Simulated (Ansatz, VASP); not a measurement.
# One calculation of Zr, two programs

```xyz
1
Lattice="-1.7908 1.7908 1.7908 1.7908 -1.7908 1.7908 1.7908 1.7908 -1.7908" Properties=species:S:1:pos:R:3 pbc="T T T"
Zr    0.0000    0.0000    0.0000
```

Alike in both runs: task single point; functional PBEsol; k mesh 13 × 13 × 13; occupations fermi-dirac, width 0.05 eV; no spin polarisation.

|  | VASP | Ansatz |
| --- | --- | --- |
| version | VASP 6.6.1 | Ansatz 0.2.0 |
| potentials or method | VASP PAW PBE potentials, release 64 (Zr_sv), cutoff 520 eV | all-electron LAPW, scalar-relativistic |

VASP gave:

```
pressure (GPa) : -4.4
```

Which values does Ansatz return?

Pressure (GPa): -4.5.

Ansatz ran all-electron here, so the differences hold the error of VASP's frozen core and of both bases.

Caveats: the PAW data sets were made with another functional, which shifts forces and pressure a little (VASP).
